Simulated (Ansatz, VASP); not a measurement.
# Cu: VASP beside Ansatz

```
Cu
1.0
    -1.42985    1.42985    1.36374
     1.42985   -1.42985    1.36374
     1.42985    1.42985   -1.36374
Cu
1
Cartesian
  0.0000 0.0000 0.0000
```

This isn't the form of Cu at room conditions, which is fcc.

Alike in both runs: task single point; functional PBEsol; k mesh 14 × 14 × 14; occupations methfessel-paxton of order 1, width 0.1 eV; no spin polarisation.

|  | VASP | Ansatz |
| --- | --- | --- |
| version | VASP 6.6.1 | Ansatz 0.2.0 |
| potentials or method | VASP PAW PBE potentials, release 64 (Cu) | plane waves, PAW |
| plane-wave cutoff (eV) | 520 | 500 |
| valence electrons in the cell | 11 | 19 |

Ansatz gave:

* pressure (GPa): 3.1
* largest component of the traceless stress (GPa): 0.25

Question: What did VASP give for the same quantities?

Answer: Pressure (GPa): 3.9; largest component of the traceless stress (GPa): 0.35.

The functional is the same, so the differences come from potentials, cutoffs and numerics. The two sets of potentials don't hold the same shells in valence.

Caveats: the PAW data sets were made with another functional, which shifts forces and pressure a little (VASP).
